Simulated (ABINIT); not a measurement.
# TiTe2 (P-3m1) in ABINIT: settings compared, part 2 of 2

ABINIT 10.8.3 (patched build). Earlier steps stand in the parts before.

**3. Band structure, LDA**

Contents of run.abi:

```
# Datasets: ground state, then fixed potential
ndtset 2

# Pseudopotentials
pp_dirpath "./"
pseudos "Te.LDA_PW-JTH.xml, Ti.LDA_PW-JTH.xml"

# Structure
acell 3.777 3.777 6.498 Angstrom
rprim
     1.0000000000     0.0000000000     0.0000000000
    -0.5000000000     0.8660254038     0.0000000000
     0.0000000000     0.0000000000     1.0000000000
ntypat 2
znucl 52 22
natom 3
typat 1 1 2
xred
     0.3333333333     0.6666666667     0.7372000000
     0.6666666667     0.3333333333     0.2628000000
     0.0000000000     0.0000000000     0.0000000000

# Plane-wave basis
ecut 15.0
pawecutdg 30.0

# Exchange and correlation
ixc 7

# Bands and occupations
occopt 3
tsmear 0.00183747

# SCF cycle
nstep 100

# Output
iomode 3
prtwf 0
prteig 0
prtebands 0
enunit 1
prtden1 1

# Dataset 1
kptopt1 1
ngkpt1 8 8 4
nshiftk1 1
shiftk1 0.0 0.0 0.0
nband1 16
tolvrs1 1.0e-9

# Dataset 2: bands along G-M-K-G-A-L-H-A
iscf2 -2
getden2 1
nband2 20
nbdbuf2 2
tolwfr2 1.0e-12
kptopt2 -7
ndivsm2 8
prteig2 1
prtvol2 -3
kptbounds2
     0.0000000000     0.0000000000     0.0000000000
     0.5000000000     0.0000000000     0.0000000000
     0.3333333333     0.3333333333     0.0000000000
     0.0000000000     0.0000000000     0.0000000000
     0.0000000000     0.0000000000     0.5000000000
     0.5000000000     0.0000000000     0.5000000000
     0.3333333333     0.3333333333     0.5000000000
     0.0000000000     0.0000000000     0.5000000000
```

Potentials or basis: JTH PAW LDA v2.0.

The run is started by

```
> abinit run.abi > log 2>&1
```

It took 2.5 min on 1 thread of Arm Neoverse N1, shared host; peak memory 0.12 GiB.

Results (log left out):

```
Free energy                                           : -2058.9244 eV
Pressure                                              : -3.9 GPa
Largest force                                         : 0.285 eV/Å
Band gap on the k mesh                                : none (metal or under the smearing width)
Valence electrons inside the program's atomic spheres : Te 3.17; Ti 10.10
```

Forces in eV/Å, atoms in the order of the input:
```
Te   0.000  0.000  0.285
Te   0.000  0.000 -0.285
Ti   0.000  0.000  0.000
```

Stress tensor (GPa, compression positive):
```
-3.98  0.00  0.00
 0.00 -3.98  0.00
 0.00  0.00 -3.82
```

Levels at the corners of the path, in eV from the Fermi level:
```
point  band 8  band 9  band 10  band 11  band 12  band 13  band 14  band 15  band 16  band 17
    Γ   -1.64   -1.64     0.34     0.41     0.41     0.61     1.09     1.09     3.08     3.08
    M   -3.63   -2.66    -2.38    -1.71    -1.08     0.02     1.15     1.46     2.44     3.39
    K   -3.63   -3.63    -2.31    -2.30    -2.30     0.96     1.42     1.42     2.10     2.10
    Γ   -1.64   -1.64     0.34     0.41     0.41     0.61     1.09     1.09     3.08     3.08
    A   -2.64   -1.57    -1.57     0.39     0.39     0.78     0.78     1.01     3.52     3.52
    L   -4.49   -2.38    -1.98    -0.92    -0.56    -0.27     1.14     1.44     2.64     3.52
    H   -4.02   -3.66    -3.18    -1.67    -1.67     0.97     0.99     0.99     3.05     3.05
    A   -2.64   -1.57    -1.57     0.39     0.39     0.78     0.78     1.01     3.52     3.52
```

Caveat: spin-orbit coupling is left out, which moves the levels of the heavy elements.

**4. Band structure, HCTH407**

run.abi, as its differences from that of step 3:

```diff
@@ -5,10 +5,10 @@
 pp_dirpath "./"
-pseudos "Te.LDA_PW-JTH.xml, Ti.LDA_PW-JTH.xml"
+pseudos "Te.GGA_PBE-JTH.xml, Ti.GGA_PBE-JTH.xml"
 
 # Structure
-acell 3.777 3.777 6.498 Angstrom
+acell 3*1.0
 rprim
-     1.0000000000     0.0000000000     0.0000000000
-    -0.5000000000     0.8660254038     0.0000000000
-     0.0000000000     0.0000000000     1.0000000000
+     7.1374955727     0.0000000000     0.0000000000
+    -3.5687477864     6.1812524854     0.0000000000
+     0.0000000000     0.0000000000    12.2794403578
 ntypat 2
@@ -17,5 +17,5 @@
 typat 1 1 2
-xred
-     0.3333333333     0.6666666667     0.7372000000
-     0.6666666667     0.3333333333     0.2628000000
+xcart
+    -0.0000000004     4.1208349905     9.0524034318
+     3.5687477867     2.0604174949     3.2270369260
      0.0000000000     0.0000000000     0.0000000000
@@ -27,3 +27,3 @@
 # Exchange and correlation
-ixc 7
+ixc 27
 
@@ -31,3 +31,3 @@
 occopt 3
-tsmear 0.00183747
+tsmear 0.05 eV
```

Potentials or basis: JTH PAW PBE v2.0.

The run is started by

```
> abinit run.abi > log 2>&1
```

run.abo:

```text
.Version 10.8.3 of ABINIT
 DATASET    1 : space group P-3 m 1 (#164); Bravais hP (primitive hexag.)
================================================================================
 Values of the parameters that define the memory need for DATASET  1.
     intxc =       0    ionmov =       0      iscf =       7    lmnmax =      18
     lnmax =       6     mgfft =      45  mpssoang =       3    mqgrid =    3028
     natom =       3  nloc_mem =       2    nspden =       1   nspinor =       1
    nsppol =       1      nsym =      12    n1xccc =       1    ntypat =       2
    occopt =       3   xclevel =       2
       mpw =        1515          nfft =       32805          nkpt =          35
 PAW method is used; the additional fine FFT grid is defined by:
   mgfftf=        64    nfftf =     82944
================================================================================
================================================================================

 DATASET    2 : space group P-3 m 1 (#164); Bravais hP (primitive hexag.)
================================================================================
 Values of the parameters that define the memory need for DATASET  2.
     intxc =       0    ionmov =       0      iscf =      -2    lmnmax =      18
     lnmax =       6     mgfft =      45  mpssoang =       3    mqgrid =    3028
     natom =       3  nloc_mem =       2    nspden =       1   nspinor =       1
    nsppol =       1      nsym =      12    n1xccc =       1    ntypat =       2
    occopt =       3   xclevel =       2
       mpw =        1527          nfft =       32805          nkpt =          95
 PAW method is used; the additional fine FFT grid is defined by:
   mgfftf=        64    nfftf =     82944
================================================================================
================================================================================

--------------------------------------------------------------------------------
------------- Echo of variables that govern the present computation ------------
[... 1127 lines left out ...]
 Eigenvalues (   eV  ) for nkpt=  95  k points:
 kpt#   1, nband= 20, wtk=  1.00000, kpt=  0.0000  0.0000  0.0000 (reduced coord)
 -62.39970  -38.62056  -38.62056  -38.57534  -16.88246  -15.46244   -9.52923   -6.17210
  -6.17210   -4.09548   -4.08501   -4.08501   -3.98722   -3.49825   -3.49825   -1.53709
  -1.53709    0.99551    1.72599    3.76249
 kpt#   2, nband= 20, wtk=  1.00000, kpt=  0.0313  0.0000  0.0000 (reduced coord)
 -62.39967  -38.62093  -38.62064  -38.57527  -16.87195  -15.45703   -9.51628   -6.19951
  -6.17064   -4.16486   -4.13067   -4.09592   -3.99076   -3.50019   -3.46766   -1.57547
  -1.54139    1.08491    1.78477    3.72424
 kpt#   3, nband= 20, wtk=  1.00000, kpt=  0.0625  0.0000  0.0000 (reduced coord)
 -62.39960  -38.62201  -38.62090  -38.57504  -16.84054  -15.44097   -9.47756   -6.27850
  -6.16641   -4.38384   -4.24340   -4.10563   -4.01124   -3.50007   -3.40039   -1.66571
  -1.55188    1.31961    1.94823    3.59700
 kpt#   4, nband= 20, wtk=  1.00000, kpt=  0.0938  0.0000  0.0000 (reduced coord)
 -62.39948  -38.62377  -38.62131  -38.57467  -16.78863  -15.41473   -9.41341   -6.40117
  -6.16004   -4.71446   -4.38817   -4.12080   -4.06779   -3.49079   -3.33157   -1.75806
  -1.56249    1.62134    2.18202    3.45978
 kpt#   5, nband= 20, wtk=  1.00000, kpt=  0.1250  0.0000  0.0000 (reduced coord)
[... 349 lines left out ...]
  -6.10695   -5.97459   -4.85152   -4.56882   -3.90132   -3.45412   -3.03589   -1.67733
  -1.34525    2.03205    3.07841    3.47429
 kpt#  93, nband= 20, wtk=  1.00000, kpt=  0.0370  0.0370  0.5000 (reduced coord)
 -62.39959  -38.62207  -38.62092  -38.57503  -16.35128  -16.14372   -7.67421   -7.11488
  -6.10495   -6.03851   -4.49381   -4.36403   -3.89171   -3.58530   -3.19034   -1.41535
  -1.22533    1.74724    3.05506    3.44611
 kpt#  94, nband= 20, wtk=  1.00000, kpt=  0.0185  0.0185  0.5000 (reduced coord)
 -62.39967  -38.62094  -38.62065  -38.57528  -16.38268  -16.16723   -7.70170   -7.03426
  -6.10657   -6.08828   -4.20614   -4.18724   -3.85707   -3.71945   -3.37117   -1.20879
  -1.15216    1.52820    2.92512    3.57218
 kpt#  95, nband= 20, wtk=  1.00000, kpt=  0.0000  0.0000  0.5000 (reduced coord)
 -62.39970  -38.62056  -38.62056  -38.57536  -16.39321  -16.17511   -7.71109   -7.00479
  -6.10751   -6.10751   -4.09565   -4.09565   -3.79701   -3.79701   -3.49206   -1.12768
  -1.12768    1.44279    2.87130    3.62283

== END DATASET(S) ==============================================================
================================================================================

 -outvars: echo values of variables after computation  --------
            acell      1.0000000000E+00  1.0000000000E+00  1.0000000000E+00 Bohr
           etotal1    -7.5599942253E+01
            fcart1    -2.5150233680E-29  2.9040988370E-29  5.5876362514E-03
                       1.2575116840E-29 -3.6301235463E-29 -5.5876362514E-03
                       1.2575116840E-29  7.2602470927E-30 -0.0000000000E+00
            rprim      7.1374955727E+00  0.0000000000E+00  0.0000000000E+00
                      -3.5687477864E+00  6.1812524854E+00  0.0000000000E+00
                       0.0000000000E+00  0.0000000000E+00  1.2279440358E+01
           strten1    -9.3321460941E-05 -9.3321461218E-05 -1.0313741566E-04
                       0.0000000000E+00  0.0000000000E+00  1.6184805380E-13
           xangst     -1.7639233366E-11  2.1806519653E+00  4.7903255968E+00
                       1.8884999987E+00  1.0903259826E+00  1.7076743988E+00
                       0.0000000000E+00  0.0000000000E+00  0.0000000000E+00
             xred      3.3333333333E-01  6.6666666667E-01  7.3720000000E-01
                       6.6666666667E-01  3.3333333333E-01  2.6280000000E-01
                       0.0000000000E+00  0.0000000000E+00  0.0000000000E+00
 Calculation completed.
```

It took 3 min on 1 thread of Arm Neoverse N1, shared host; peak memory 0.15 GiB.

Results:

* Free energy: -2057.1792 eV
* Pressure: 2.8 GPa
* Largest force: 0.287 eV/Å
* Band gap on the k mesh: none (metal or under the smearing width)
* Valence electrons inside the program's atomic spheres: Te 3.23; Ti 10.11

Forces in eV/Å, atoms in the order of the input:
```
Te   0.000  0.000  0.287
Te   0.000  0.000 -0.287
Ti   0.000  0.000  0.000
```

Levels at the corners of the path, in eV from the Fermi level:
```
point  band 10  band 11  band 12  band 13  band 14  band 15
    Γ     0.37     0.38     0.38     0.48     0.97     0.97
    M    -2.36    -1.78    -1.12     0.04     1.09     1.42
    K    -2.32    -2.31    -2.31     0.97     1.35     1.35
    Γ     0.37     0.38     0.38     0.48     0.97     0.97
    A    -1.64     0.37     0.37     0.67     0.67     0.98
    L    -2.03    -1.00    -0.62    -0.21     1.08     1.40
    H    -3.11    -1.75    -1.75     0.98     0.98     0.98
    A    -1.64     0.37     0.37     0.67     0.67     0.98
```

Caveat: the PAW data sets were made with another functional, which shifts forces and pressure a little; spin-orbit coupling is left out, which moves the levels of the heavy elements.

**5. The runs side by side**

```tsv
task	level	potentials or basis	cutoff (eV)	fine-grid cutoff	gap on the mesh (eV)	pressure (GPa)	largest force (eV/Å)
equation of state	PBE	JTH PAW PBE v2.0	272	544.228 eV	-	-	-
band structure	LDA	JTH PAW LDA v2.0	408	816.342 eV	none	-3.9	0.28
band structure	HCTH407	JTH PAW PBE v2.0	408	816.342 eV	none	2.8	0.29
```

Alike in all rows: no spin polarisation; cell as given; k mesh 8 × 8 × 4; smearing fermi-dirac 0.05 eV.

Caveats: spin-orbit coupling is left out, which moves the levels of the heavy elements (some runs); pressures at fixed basis lie under the slope of the energies (some runs); this functional lacks dispersion, which binds the layers, so the pressure and a relaxed spacing across them are unreliable (some runs); the PAW data sets were made with another functional, which shifts forces and pressure a little (some runs).

Absolute energies hang on the potentials; compare differences alone.
